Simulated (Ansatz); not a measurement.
# Property card for SiO2

The calculation used DFT r2SCAN, scalar-relativistic, plane waves, PAW (Ansatz).

Settings: cutoff 500 eV, Γ-centred mesh 6×6×6 on the computed 12-atom cell, Gaussian smearing of 0.02 eV; no spin polarisation.

The structure is relaxed at this level of theory with its symmetry kept. This form isn't the usual stable structure of the compound.

Space group Imma (No. 74). a = 5.247 Å, b = 9.551 Å, c = 8.885 Å, α = 90.00°, β = 90.00°, γ = 90.00°
```json
{"atom": "Si", "site": "8h", "symmetry": "m..", "x": "0.0000", "y": "0.0846", "z": "0.8448"}
{"atom": "O", "site": "4e", "symmetry": "mm2", "x": "0.5000", "y": "0.7500", "z": "0.3807"}
{"atom": "O", "site": "8g", "symmetry": ".2.", "x": "0.7500", "y": "0.0428", "z": "0.7500"}
{"atom": "O", "site": "4a", "symmetry": "2/m..", "x": "0.0000", "y": "0.0000", "z": "0.0000"}
```

| Property | Result |
| --- | --- |
| Space group | Imma (No. 74) |
| Volume per atom | 18.55 Å³ |
| Formation energy from the elements' standard states (uncorrected) | -3.001 eV/atom |
| Generalised Kohn–Sham band gap | 6.18 eV, direct at Γ |
| Löwdin character of the top 1 eV of the valence band | O 2p 98 % |
| Electron masses at the edge by Cartesian direction of the standard setting (m_e; degenerate bands sorted by energy; no spin-orbit coupling) | x: 0.60; y: 0.64; z: 0.64 |
| Hole masses at the edge by Cartesian direction of the standard setting (m_e; degenerate bands sorted by energy; no spin-orbit coupling) | x: 0.89; y: over 30; z: 2.3 |
| Electronic dielectric constant xx, yy, zz of the standard setting (independent particles) | 2.0, 2.0, 2.0 |